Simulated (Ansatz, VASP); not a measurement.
## Mg in VASP and in Ansatz

```xyz
2
Lattice="3.2093 0.0000 0.0000 -1.6046 2.7793 0.0000 0.0000 0.0000 5.2103" Properties=species:S:1:pos:R:3 pbc="T T T"
Mg    1.6047    0.9264    3.9077
Mg    0.0000    1.8529    1.3026
```

Alike in both runs: functional HF; k mesh 5 × 5 × 3; occupations fermi-dirac, width 0.05 eV; no spin polarisation.

|  | VASP | Ansatz |
| --- | --- | --- |
| version | VASP 6.6.1 | Ansatz 0.2.0 |
| potentials or method | VASP PAW PBE potentials, release 64 (Mg) | Ansatz PAW |
| plane-wave cutoff (eV) | 520 | 420 |
| valence electrons in the cell | 4 | 20 |
| task | band structure | single point |

|  | VASP | Ansatz | Ansatz less VASP |
| --- | --- | --- | --- |
| gap on the k mesh at the Fermi level (eV) | none | none | - |
| pressure (GPa) | 2.0 | 2.6 | +0.59 |
| largest component of the traceless stress (GPa) | 0.84 | 0.92 | +0.081 |

A gap of «none» marks a metal or a gap that the smearing closes. The two sets of potentials don't hold the same shells in valence.

Caveats: the k mesh is coarse (spacing up to 0.45 Å⁻¹), so the values aren't converged, least of all with exact exchange; an unscreened hybrid on a path of extra k points without a Coulomb cutoff has errors near the mesh points, so the bands along the path aren't reliable (VASP); the PAW data sets were made with another functional, which shifts forces and pressure a little (VASP); the PAW data sets come from PBE, with cores solved anew for the run's functional, which leaves a small shift of forces and pressure (Ansatz); the thresholds are loose for stress (Ansatz).
